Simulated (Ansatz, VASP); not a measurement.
# One calculation of TiCo, two programs

The input INCAR:

```
SYSTEM = TiCo
ALGO = Normal ; EDIFF = 1E-6
ENCUT = 520 ; GGA = PS
ISIF = 2 ; ISMEAR = 0
ISPIN = 2 ; LASPH = .True.
LCHARG = .False. ; LMAXMIX = 4
LORBIT = 11 ; LREAL = .False.
LWAVE = .False. ; MAGMOM = 0 3
NBANDS = 22 ; NELM = 150
PREC = Accurate ; SIGMA = 0.1
```

File KPOINTS:

```
k-points
0
Gamma
  6 6 6
  0 0 0
```

The input POSCAR:

```
TiCo
1.0
    3.0004858175      0.0000000000      0.0000000000
    0.0000000000      3.0004858175      0.0000000000
    0.0000000000      0.0000000000      3.0004858175
Ti Co
1 1
Direct
    0.5000000000      0.5000000000      0.5000000000
    0.0000000000      0.0000000000      0.0000000000
```

Input for Ansatz:

```yaml
crystal:
  lattice:
    - [3.0004858175, 0.0, 0.0]
    - [0.0, 3.0004858175, 0.0]
    - [0.0, 0.0, 3.0004858175]
  atoms:
    - { symbol: Ti, position: [0.5, 0.5, 0.5] }
    - { symbol: Co, position: [0.0, 0.0, 0.0], spin: 3.0 }
basis:
  ecutwfc: 420
kpoints:
  mp_grid: { grid: [6, 6, 6] }
hamiltonian:
  xc: pbesol
scf:
  occupations: { method: gaussian, width: 0.1 }
  lower_state_search: "off"
output:
  forces: true
  stress: true
  eigenvalues: true
  populations: true
magnetization:
  spin_polarized: true
```

Alike in both runs: task single point; functional PBEsol; k mesh 6 × 6 × 6; occupations gaussian, width 0.1 eV; collinear spin.

|  | VASP | Ansatz |
| --- | --- | --- |
| version | VASP 6.6.1 | Ansatz 0.2.0 |
| potentials or method | VASP PAW PBE potentials, release 64 (Ti_sv, Co) | scalar-relativistic, plane waves, PAW |
| plane-wave cutoff (eV) | 520 | 420 |
| valence electrons in the cell | 21 | 29 |

```csv
,VASP,Ansatz,Ansatz less VASP
gap on the k mesh at the Fermi level (eV),none,none,-
pressure (GPa),-11.5,-11.3,+0.24
net moment per atom (μB),0.12,0.14,+0.016
size of the moment on the site where the two differ most (μB),0.36,0.40,+0.046
```

Site moments also hang on the region over which each program counts them. A gap of «none» marks a metal or a gap that the smearing closes. With one functional, cell and mesh, what is left measures potentials, basis and numerics. The two sets of potentials don't hold the same shells in valence. Ansatz warned: «seeded_moment_not_kept».

Caveats: the PAW data sets were made with another functional, which shifts forces and pressure a little (VASP).
